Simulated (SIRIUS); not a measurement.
KMgF3: band structure with PBE

The system is KMgF3.

```
K Mg F
1.0
     3.98590    0.00000    0.00000
     0.00000    3.98590    0.00000
     0.00000    0.00000    3.98590
K Mg F
1 1 3
Direct
  0.50000 0.50000 0.50000
  0.00000 0.00000 0.00000
  0.00000 0.00000 0.50000
  0.00000 0.50000 0.00000
  0.50000 0.00000 0.00000
```

```yaml
Program: SIRIUS 7.12.0
Task: band structure
Functional: PBE
Potentials_or_basis: all-electron FP-LAPW (ZORA valence)
Cutoff: 315 eV
Basis: apw+lo standard
k_mesh: 7 × 7 × 7
Occupations: fermi-dirac, width 0.05 eV
Spin: no spin polarisation
Muffin_tin_radii: F 1.54, K 2.25, Mg 2.16 bohr
Basis_cutoff_gk_cutoff: 4.81 1/bohr
Cutoff_of_density_and_potential_pw_cutoff: 25 1/bohr
lmax_of_the_basis: 12
lmax_of_density_and_potential: 8
Valence_relativity: zora
Core_states: F 1s, K 1s2s2p, Mg 1s
Local_orbitals_radial_functions: F 10, K 12, Mg 12
Reference_energy_of_the_basis: 0 Ha
Smallest_sphere_radius_times_basis_cutoff: 7.41
Core_relativity: dirac
Start_of_the_SCF: LDA density
```

```json
{
  "Band gap on the k mesh": "7.37 eV, indirect (least direct gap 7.66 eV)",
  "Band gap along the path": "7.34 eV, indirect (least direct gap 7.66 eV)",
  "All electrons inside the program's atomic spheres": "K 17.42; Mg 10.60; F 8.12 (radii F 1.54, K 2.25, Mg 2.16 bohr)"
}
```

Levels at the corners of the path, in eV from the valence-band top:
```csv
point,band 16,band 17,band 18,band 19,band 20,band 21,band 22,band 23,band 24,band 25
Γ,-0.62,-0.62,-0.32,-0.32,-0.32,7.34,10.11,10.11,12.23,12.23
X,-0.87,-0.86,-0.86,-0.53,-0.53,10.14,10.48,11.13,12.79,12.79
M,-1.04,-1.04,-0.89,-0.89,-0.02,10.94,11.71,12.65,12.65,12.81
Γ,-0.62,-0.62,-0.32,-0.32,-0.32,7.34,10.11,10.11,12.23,12.23
R,-1.11,-1.11,0.00,0.00,0.00,10.47,10.47,10.47,13.98,13.98
X,-0.87,-0.86,-0.86,-0.53,-0.53,10.14,10.48,11.13,12.79,12.79
```

Wall time 8.7 min on 1 thread of Arm Neoverse V1, with other jobs on the host, peak memory 1.1 GiB.
